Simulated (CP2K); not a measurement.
A run of CP2K 2026.2:

mgo_bands.inp

```
&GLOBAL
  PROJECT mgo_bands
  RUN_TYPE ENERGY_FORCE
  PRINT_LEVEL LOW
&END GLOBAL
&FORCE_EVAL
  METHOD QS
  STRESS_TENSOR ANALYTICAL
  &DFT
    BASIS_SET_FILE_NAME BASIS_MOLOPT_UZH
    POTENTIAL_FILE_NAME POTENTIAL_UZH
    &MGRID
      CUTOFF 1400
      REL_CUTOFF 60
      NGRIDS 4
    &END MGRID
    &QS
      METHOD GPW
      EPS_DEFAULT 1.0E-9
    &END QS
    &KPOINTS
      SCHEME MONKHORST-PACK 11 11 11
      GAMMA_CENTERED T
      SYMMETRY T
      SYMMETRY_BACKEND SPGLIB
    &END KPOINTS
    &SCF
      SCF_GUESS ATOMIC
      EPS_SCF 1.0E-6
      MAX_SCF 100
      ADDED_MOS 10
      CHOLESKY OFF
      EPS_EIGVAL 1.0E-7
      &DIAGONALIZATION ON
        ALGORITHM STANDARD
      &END DIAGONALIZATION
      &MIXING ON
        METHOD BROYDEN_MIXING
        ALPHA 0.4
        BETA 1.5
        NBUFFER 8
      &END MIXING
      &SMEAR ON
        METHOD FERMI_DIRAC
        ELECTRONIC_TEMPERATURE [K] 580.226
      &END SMEAR
    &END SCF
    &XC
      &XC_FUNCTIONAL
        &GGA_X_RPW86
        &END GGA_X_RPW86
        &LDA_C_PW
        &END LDA_C_PW
      &END XC_FUNCTIONAL
      &VDW_POTENTIAL
        POTENTIAL_TYPE NON_LOCAL
        &NON_LOCAL
          TYPE LMKLL
          KERNEL_FILE_NAME vdW_kernel_table.dat
          CUTOFF 300
        &END NON_LOCAL
      &END VDW_POTENTIAL
    &END XC
    &PRINT
      &KPOINTS ON
      &END KPOINTS
      &MULLIKEN ON
      &END MULLIKEN
      &MO ON
        ENERGIES T
        OCCUPATION_NUMBERS T
        &EACH
          QS_SCF 0
        &END EACH
        ADD_LAST NUMERIC
      &END MO
      &BAND_STRUCTURE
        FILE_NAME bands.bs
        ADDED_MOS 6
        &KPOINT_SET
          UNITS B_VECTOR
          NPOINTS 6
          SPECIAL_POINT GAMMA 0.00000000 0.00000000 0.00000000
          SPECIAL_POINT X 0.50000000 0.00000000 0.50000000
          SPECIAL_POINT W 0.50000000 0.25000000 0.75000000
          SPECIAL_POINT K 0.37500000 0.37500000 0.75000000
          SPECIAL_POINT GAMMA 0.00000000 0.00000000 0.00000000
          SPECIAL_POINT L 0.50000000 0.50000000 0.50000000
          SPECIAL_POINT U 0.62500000 0.25000000 0.62500000
          SPECIAL_POINT W 0.50000000 0.25000000 0.75000000
          SPECIAL_POINT L 0.50000000 0.50000000 0.50000000
          SPECIAL_POINT K 0.37500000 0.37500000 0.75000000
        &END KPOINT_SET
        &KPOINT_SET
          UNITS B_VECTOR
          NPOINTS 6
          SPECIAL_POINT U 0.62500000 0.25000000 0.62500000
          SPECIAL_POINT X 0.50000000 0.00000000 0.50000000
        &END KPOINT_SET
      &END BAND_STRUCTURE
    &END PRINT
  &END DFT
  &SUBSYS
    &CELL
      ABC 2.9656078099 2.9656078098 2.9656078098
      ALPHA_BETA_GAMMA 59.9999999996 60.0000000004 60.0000000005
      PERIODIC XYZ
    &END CELL
    &COORD
      SCALED
      Mg  0.0000000000 0.0000000000 0.0000000000
      O   0.5000000000 0.5000000000 0.5000000000
    &END COORD
    &KIND Mg
      BASIS_SET TZVP-MOLOPT-PBE-GTH-q10
      POTENTIAL GTH-PBE-q10
    &END KIND
    &KIND O
      BASIS_SET TZVP-MOLOPT-PBE-GTH-q6
      POTENTIAL GTH-PBE-q6
    &END KIND
    &PRINT
      &ATOMIC_COORDINATES ON
      &END ATOMIC_COORDINATES
      &CELL ON
      &END CELL
      &SYMMETRY ON
      &END SYMMETRY
    &END PRINT
  &END SUBSYS
  &PRINT
    &FORCES ON
    &END FORCES
    &STRESS_TENSOR ON
    &END STRESS_TENSOR
  &END PRINT
&END FORCE_EVAL
```

Potentials or basis: POTENTIAL_UZH Mg GTH-PBE-q10, O GTH-PBE-q6; TZVP-MOLOPT-PBE-GTH basis.

Command:

```console
$ OMP_NUM_THREADS=1 cp2k.psmp -i mgo_bands.inp -o mgo_bands.out
```

Hardware: 1 thread of Arm Neoverse V1 (shared host).

**Question.** Estimate the wall time of this run.

**Answer.** It took 53 s on 1 thread of Arm Neoverse V1, on a shared host, peak memory 0.44 GiB. Counts: scf iterations 14, k points 56, basis 27, bands 18, force evaluations 1.
